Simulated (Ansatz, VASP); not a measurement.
## Ca: VASP beside Ansatz

```xyz
1
Lattice="3.2697 0.0000 0.0000 0.0000 3.2697 0.0000 0.0000 0.0000 3.2697" Properties=species:S:1:pos:R:3 pbc="T T T"
Ca    0.0000    0.0000    0.0000
```

Change from the starting cell: volume scaled by 0.8, PAW files.

Alike in both runs: task single point; functional PBE; k mesh 12 × 12 × 12; occupations fermi-dirac, width 0.1 eV; no spin polarisation.

|  | VASP | Ansatz |
| --- | --- | --- |
| version | VASP 6.6.1 | Ansatz 0.2.0 |
| potentials or method | VASP PAW PBE potentials, release 64 (Ca_sv) | PAW with Ansatz's default frozen-core files, scalar-relativistic |
| plane-wave cutoff (eV) | 520 | 420 |
| valence electrons in the cell | 10 | 10 |

|  | VASP | Ansatz | Ansatz less VASP |
| --- | --- | --- | --- |
| pressure (GPa) | 3.4 | 3.4 | -0.01 |

The functional is the same, so the differences come from potentials, cutoffs and numerics.
